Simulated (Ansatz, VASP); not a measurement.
**One calculation of Nb, two programs**

```
Nb
1.0
    -1.65496    1.65496    1.65496
     1.65496   -1.65496    1.65496
     1.65496    1.65496   -1.65496
Nb
1
Direct
  0.00000 0.00000 0.00000
```

Alike in both runs: functional PBE; k mesh 8 × 8 × 8; occupations gaussian, width 0.1 eV; no spin polarisation.

Ansatz relaxed the structure, and its values are those at the end. VASP's run is a single point on that final structure, the one shown.

|  | VASP | Ansatz |
| --- | --- | --- |
| version | VASP 6.6.1 | Ansatz 0.2.0 |
| potentials or method | VASP PAW PBE potentials, release 64 (Nb_sv) | scalar-relativistic, plane waves, PAW |
| plane-wave cutoff (eV) | 520 | 420 |
| valence electrons in the cell | 13 | 13 |

|  | VASP | Ansatz | Ansatz less VASP |
| --- | --- | --- | --- |
| gap on the k mesh at the Fermi level (eV) | none | none | - |
| pressure (GPa) | 0.1 | 0.5 | +0.35 |

A gap of «none» marks a metal or a gap that the smearing closes.
